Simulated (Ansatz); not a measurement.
# ZrO2 (Fm-3m): seeking the equilibrium cell

Where does the pressure of ZrO2 (Fm-3m) vanish?

The COD entry's cell or inner coordinates are ideal or old and differ from later refinements, so a difference from it is no clean test against experiment.

Method: DFT PBE, scalar-relativistic, plane waves, PAW, in Ansatz 0.2.0.

## (1) The structure to begin with

Symmetry: Fm-3m, No. 225, cubic system. The conventional cell has a = 5.070 Å, b = 5.070 Å, c = 5.070 Å, α = 90.00°, β = 90.00°, γ = 90.00°. Zr (site symmetry m-3m) is surrounded by 8 O at 2.20 Å. O (site symmetry -43m) has 4 Zr at 2.20 Å as nearest neighbours.

Structure file:

```cif
data_structure
_symmetry_space_group_name_H-M 'P 1'
_symmetry_Int_Tables_number 1
_cell_length_a 3.5850
_cell_length_b 3.5850
_cell_length_c 3.5850
_cell_angle_alpha 60.000
_cell_angle_beta 60.000
_cell_angle_gamma 60.000
_cell_volume 32.58
loop_
_atom_site_label
_atom_site_type_symbol
_atom_site_fract_x
_atom_site_fract_y
_atom_site_fract_z
_atom_site_occupancy
Zr1 Zr 0.00000 0.00000 0.00000 1
O1 O 0.25000 0.25000 0.25000 1
O2 O 0.75000 0.75000 0.75000 1
```

## (2) First run, at the start cell

input.yaml reads:

```yaml
crystal:
  lattice:
    - [0.0, 2.535, 2.535]
    - [2.535, 0.0, 2.535]
    - [2.535, 2.535, 0.0]
  atoms:
    - { symbol: Zr, position: [0.0, 0.0, 0.0] }
    - { symbol: O, position: [0.25, 0.25, 0.25] }
    - { symbol: O, position: [0.75, 0.75, 0.75] }
basis:
  ecutwfc: 420
  ecutrho_ratio: 4
kpoints:
  mp_grid: { grid: [8, 8, 8] }
hamiltonian:
  xc: pbe
scf:
  occupations: { method: gaussian, width: 0.05 }
output:
  forces: true
  stress: true
  eigenvalues: true
```

Command:

```
$ ansatz run input.yaml --threads 1 --pin off --max-ram 2560MiB --backend cpu --events-out ev --progress --plain --runs-dir out
```

Log (excerpt; [...] marks lines left out):

```text
Warning: RAYON_NUM_THREADS=1 ignored (pool sized by the plan → 1); use --threads N
[...]
Pseudopotentials: kind: paw
Pseudopotential: Zr, paw, valence charge 12, recommended cutoff 420 eV (normal), Zr.paw.azcp
Pseudopotential: O, paw, valence charge 6, recommended cutoff 420 eV (normal), O.paw.azcp
Functional definition: PBE
[...]
Crystal: 3 atoms, lattice volume = 32.581 Å³
Basis set: ecut = 420 eV, 609 PW (Γ), exchange–correlation on 48×48×48 points (8 copies of the dense FFT grid, shifted against one another)
Bands: 16, of which v1, the nominal top of the filled ones, is band 12 counted from 1 (11 counted from 0)
Symmetry: 48 space group operations
Space group: Fm-3m (ITA 225), of the structure as read, at distance tolerance 3.2e-5 Å
k-points: 29 of 512
[...]
SCF iter   1: F=—  HF=-5323.801815 eV  |F-HF|=—  |Δ(HF+E_count)|=         —  Δρ=2.25e-3  dr2=1.09e-3  ethr=1.77e-3  ⟨swp⟩=5.5  Hψ=2129  notcnv=0
[...]
SCF iter   6: F=-5323.801652 eV  HF=-5323.801652 eV  |F-HF|=1.36e-10  |Δ(HF+E_count)|=   3.05e-8  Δρ=2.06e-6  dr2=8.48e-10  ethr=9.54e-11  ⟨swp⟩=2.0  Hψ=1648  notcnv=0
[...]
SCF converged after 6 iterations
Free energy (F): -5323.801652 eV
[...]
E sigma→0 (E₀):  -5323.801652 eV
Fermi energy:    14.042067 eV
[...]
--- Forces (eV/Å), atoms counted from 1 ---
  atom   1  Zr    -0.00000000     0.00000000    -0.00000000
  atom   2  O      0.00000000     0.00000000     0.00000000
  atom   3  O     -0.00000000     0.00000000    -0.00000000
[...]
--- Stress (GPa, compression-positive) ---
        6.758822       0.000000       0.000000
        0.000000       6.758822       0.000000
        0.000000       0.000000       6.758822
  P = ⅓ Tr σ = 6.7588 GPa (67.588 kbar)
--- Band table (eV; the first three rows and the last of 29) ---
  k-point 0: bands = ["-35.6790", "-13.5001", "-13.5001", "-13.5001", "-5.9088", "-3.3045", "7.0461", "7.0461", "7.0461", "11.8101", "11.8101", "11.8101", "15.7383", "15.7383", "19.0149", "21.8531"]
[...]
```

Run time: 1.6 s. Hardware: 1 thread of Arm Neoverse N1, shared host; peak memory 0.34 GiB.

In short: volume 10.860 Å³/atom, pressure 6.76 GPa, gap on the mesh 3.39 eV.

## (3) Volume adjusted, run 2

Edit input.yaml of step 2 so:

```diff
@@ -2,5 +2,5 @@
   lattice:
-    - [0.0, 2.535, 2.535]
-    - [2.535, 0.0, 2.535]
-    - [2.535, 2.535, 0.0]
+    - [0.0, 2.5725167308, 2.5725167308]
+    - [2.5725167308, 0.0, 2.5725167308]
+    - [2.5725167308, 2.5725167308, 0.0]
   atoms:
```

Command:

```
$ ansatz run input.yaml --threads 1 --pin off --max-ram 2560MiB --backend cpu --events-out ev --progress --plain --runs-dir out
```

Log (excerpt; [...] marks lines left out):

```text
Warning: RAYON_NUM_THREADS=1 ignored (pool sized by the plan → 1); use --threads N
[...]
[... 4 set-up lines as earlier in the session ...]
[...]
Crystal: 3 atoms, lattice volume = 34.049 Å³
Basis set: ecut = 420 eV, 645 PW (Γ), exchange–correlation on 50×50×50 points (8 copies of the dense FFT grid, shifted against one another)
Bands: 16, of which v1, the nominal top of the filled ones, is band 12 counted from 1 (11 counted from 0)
[... 2 set-up lines as earlier in the session ...]
k-points: 29 of 512
[...]
SCF iter   1: F=—  HF=-5323.813355 eV  |F-HF|=—  |Δ(HF+E_count)|=         —  Δρ=2.18e-3  dr2=1.19e-3  ethr=1.77e-3  ⟨swp⟩=5.4  Hψ=2121  notcnv=0
[...]
SCF iter   6: F=-5323.813186 eV  HF=-5323.813186 eV  |F-HF|=6.31e-10  |Δ(HF+E_count)|=   5.13e-8  Δρ=2.28e-6  dr2=1.24e-9  ethr=5.41e-11  ⟨swp⟩=2.0  Hψ=1592  notcnv=0
[...]
SCF converged after 6 iterations
Free energy (F): -5323.813186 eV
[...]
E sigma→0 (E₀):  -5323.813186 eV
Fermi energy:    13.269025 eV
[...]
--- Forces (eV/Å), atoms counted from 1 ---
  atom   1  Zr    -0.00000000     0.00000000     0.00000000
  atom   2  O     -0.00000000     0.00000000    -0.00000000
  atom   3  O     -0.00000000    -0.00000000    -0.00000000
[...]
--- Stress (GPa, compression-positive) ---
       -3.891579      -0.000000      -0.000000
       -0.000000      -3.891579       0.000000
       -0.000000      -0.000000      -3.891579
  P = ⅓ Tr σ = -3.8916 GPa (-38.916 kbar)
--- Band table (eV; the first three rows and the last of 29) ---
  k-point 0: bands = ["-36.6017", "-14.4156", "-14.4156", "-14.4156", "-6.4096", "-3.9675", "6.5872", "6.5872", "6.5872", "11.1127", "11.1127", "11.1127", "14.9032", "14.9032", "17.9746", "20.6132"]
[...]
```

Run time: 1.6 s. Hardware: 1 thread of Arm Neoverse N1, shared host; peak memory 0.34 GiB.

Result: volume 11.350 Å³/atom, pressure -3.89 GPa, gap on the mesh 3.27 eV.

## (4) Volume adjusted, run 3

Edit input.yaml of step 3 so:

```diff
@@ -2,5 +2,5 @@
   lattice:
-    - [0.0, 2.5725167308, 2.5725167308]
-    - [2.5725167308, 0.0, 2.5725167308]
-    - [2.5725167308, 2.5725167308, 0.0]
+    - [0.0, 2.5578660005, 2.5578660005]
+    - [2.5578660005, 0.0, 2.5578660005]
+    - [2.5578660005, 2.5578660005, 0.0]
   atoms:
```

Command:

```
$ ansatz run input.yaml --threads 1 --pin off --max-ram 2560MiB --backend cpu --events-out ev --progress --plain --runs-dir out
```

Log (excerpt; [...] marks lines left out):

```text
Warning: RAYON_NUM_THREADS=1 ignored (pool sized by the plan → 1); use --threads N
[...]
[... 4 set-up lines as earlier in the session ...]
[...]
Crystal: 3 atoms, lattice volume = 33.471 Å³
Basis set: ecut = 420 eV, 645 PW (Γ), exchange–correlation on 50×50×50 points (8 copies of the dense FFT grid, shifted against one another)
Bands: 16, of which v1, the nominal top of the filled ones, is band 12 counted from 1 (11 counted from 0)
[... 2 set-up lines as earlier in the session ...]
k-points: 29 of 512
[...]
SCF iter   1: F=—  HF=-5323.820494 eV  |F-HF|=—  |Δ(HF+E_count)|=         —  Δρ=2.19e-3  dr2=1.13e-3  ethr=1.77e-3  ⟨swp⟩=5.6  Hψ=2147  notcnv=0
[...]
SCF iter   6: F=-5323.820372 eV  HF=-5323.820372 eV  |F-HF|=1.07e-9  |Δ(HF+E_count)|=   5.21e-8  Δρ=2.73e-6  dr2=1.70e-9  ethr=7.03e-11  ⟨swp⟩=2.0  Hψ=1649  notcnv=0
[...]
SCF converged after 6 iterations
Free energy (F): -5323.820372 eV
[...]
E sigma→0 (E₀):  -5323.820372 eV
Fermi energy:    13.566513 eV
[...]
--- Forces (eV/Å), atoms counted from 1 ---
  atom   1  Zr    -0.00000000    -0.00000000     0.00000000
  atom   2  O     -0.00000000    -0.00000000    -0.00000000
  atom   3  O     -0.00000000    -0.00000000     0.00000000
[...]
--- Stress (GPa, compression-positive) ---
        0.016797       0.000000       0.000000
        0.000000       0.016797      -0.000000
       -0.000000      -0.000000       0.016797
  P = ⅓ Tr σ = 0.0168 GPa (0.168 kbar)
--- Band table (eV; the first three rows and the last of 29) ---
  k-point 0: bands = ["-36.2458", "-14.0628", "-14.0628", "-14.0628", "-6.2178", "-3.7128", "6.7637", "6.7637", "6.7637", "11.3800", "11.3800", "11.3800", "15.2250", "15.2250", "18.3753", "21.0894"]
[...]
```

Run time: 1.6 s. Hardware: 1 thread of Arm Neoverse N1, shared host; peak memory 0.34 GiB.

This gives: volume 11.157 Å³/atom, pressure 0.02 GPa, gap on the mesh 3.32 eV.

## (5) The runs together

```
run  functional  volume (Å³/atom)  pressure (GPa)  energy from the first of its functional (meV/atom)  k mesh
  1         PBE            10.860            6.76                                                 0.0   8×8×8
  2         PBE            11.350           -3.89                                                -3.8   8×8×8
  3         PBE            11.157            0.02                                                -6.2   8×8×8
```

## (6) Results

| quantity | value |
| --- | --- |
| volume | 11.157 Å³/atom |
| pressure | 0.02 GPa |
| conventional cell | a = 5.116 Å, b = 5.116 Å, c = 5.116 Å, α = 90.00°, β = 90.00°, γ = 90.00° |
| gap on the mesh | 3.32 eV |

**Reading.** The volume went from 10.86 to 11.16 Å³/atom (+2.7 %), where 0.02 GPa is left.

The gaps are Kohn-Sham values of a semilocal functional, not quasiparticle or optical gaps. Such gaps usually fall short of the measured ones.
